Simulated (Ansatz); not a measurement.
## SnTe: equation of state with LDA

Crystal: SnTe.

```
CELL_PARAMETERS angstrom
0.00000 3.61115 3.61115
3.61115 0.00000 3.61115
3.61115 3.61115 0.00000
ATOMIC_POSITIONS crystal
Te 0.25000 0.25000 0.25000
Sn 0.00000 0.00000 0.00000
```

Measurements of this composition are mostly on another form, of space group No. 225.

| Item | Value |
| --- | --- |
| Program | Ansatz 0.2.0 |
| Task | equation of state |
| Functional | LDA |
| Potentials or basis | all-electron LAPW, scalar-relativistic |
| Basis error allowed | 0.001 eV/atom |
| k mesh | 7 × 7 × 7 |
| Occupations | fermi-dirac, width 0.05 eV |
| Spin | no spin polarisation |

- Equilibrium volume: 42.99 Å³/atom (rough: see the caveat)
- Bulk modulus: 29 GPa (rough)

Energy against volume, from the lowest point:
```tsv
volume (Å³/atom)	energy (meV/atom)
44.265	0.00
45.207	6.21
46.149	15.28
47.091	26.96
48.033	40.99
48.974	57.13
49.916	75.18
```

All runs of the series together: 77 s on 1 thread of Intel(R) Xeon(R) Platinum 8375C CPU @ 2.90GHz (Ice Lake), on a shared host.

Caveat: the minimum lies outside the volumes run. The run has no spin-orbit coupling, so splittings on Te are missing.
